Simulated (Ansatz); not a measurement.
## C (R-3m): the size of the finite step

```yaml
crystal:
  lattice:
    - [1.22945, 0.70983, 3.60350]
    - [-1.22945, 0.70983, 3.60350]
    - [0.00000, -1.41965, 3.60350]
  atoms:
    - { symbol: C, position: [0.83336, 0.83336, 0.83336] }
    - { symbol: C, position: [0.16664, 0.16664, 0.16664] }
```

The conventional cell has a = 2.459 Å, b = 2.459 Å, c = 10.810 Å, α = 90.00°, β = 90.00°, γ = 120.00°. C (atom 1) is surrounded by 3 C at 1.42 Å.

Level of theory, where no other is named: PBEsol, PAW on Ansatz 0.2.0's default frozen-core files (fitted under PBE), scalar-relativistic. k mesh 10×10×10, fixed occupations, cutoff 420 eV. The cell was relaxed by PAW under this functional, which moved its volume by +8 % from the database entry's. The structure is one entry of a database and needn't be the stable phase.

Question: Displacements of 0.0025 Å give the modes in the third column. What do displacements of 0.06 Å give (2×2×2 q mesh, one row a degenerate set)?

| point | branch | cm⁻¹ |
| --- | --- | --- |
| Gamma | 4 | 872.7 |
| Gamma | 5 | 1586.8 |
| L | 1 | 470.7 |
| L | 2 | 618.0 |
| L | 3 | 627.9 |
| L | 4 | 1334.9 |
| L | 5 | 1357.0 |
| L | 6 | 1413.6 |
| F | 1 | 475.1 |
| F | 2 | 618.0 |
| F | 3 | 629.2 |
| F | 4 | 1333.8 |
| F | 5 | 1355.1 |
| F | 6 | 1414.0 |
| T | 1 | 27.3 |
| T | 3 | 65.0 |
| T | 4 | 874.4 |
| T | 5 | 1588.8 |

Answer: Large displacements feel the anharmonic part of the potential.

```json
{"point": "Gamma", "branch": "4", "cm⁻¹": "873.1", "shift": "0.4"}
{"point": "Gamma", "branch": "5", "cm⁻¹": "1590.5", "shift": "3.8"}
{"point": "L", "branch": "1", "cm⁻¹": "470.6", "shift": "-0.1"}
{"point": "L", "branch": "2", "cm⁻¹": "617.8", "shift": "-0.2"}
{"point": "L", "branch": "3", "cm⁻¹": "621.0", "shift": "-6.9"}
{"point": "L", "branch": "4", "cm⁻¹": "1331.5", "shift": "-3.4"}
{"point": "L", "branch": "5", "cm⁻¹": "1366.7", "shift": "9.7"}
{"point": "L", "branch": "6", "cm⁻¹": "1413.3", "shift": "-0.3"}
{"point": "F", "branch": "1", "cm⁻¹": "474.8", "shift": "-0.3"}
{"point": "F", "branch": "2", "cm⁻¹": "612.5", "shift": "-5.5"}
{"point": "F", "branch": "3", "cm⁻¹": "629.6", "shift": "0.4"}
{"point": "F", "branch": "4", "cm⁻¹": "1337.8", "shift": "4.0"}
{"point": "F", "branch": "5", "cm⁻¹": "1357.7", "shift": "2.5"}
{"point": "F", "branch": "6", "cm⁻¹": "1422.1", "shift": "8.1"}
{"point": "T", "branch": "1", "cm⁻¹": "26.8", "shift": "-0.5"}
{"point": "T", "branch": "3", "cm⁻¹": "64.7", "shift": "-0.3"}
{"point": "T", "branch": "4", "cm⁻¹": "867.3", "shift": "-7.0"}
{"point": "T", "branch": "5", "cm⁻¹": "1587.4", "shift": "-1.4"}
```

Keep in mind: frozen-core PAW files fitted under PBE, their cores solved anew for the functional of the run; no dispersion correction, so the spacing and stiffness between layers or molecules are poor.
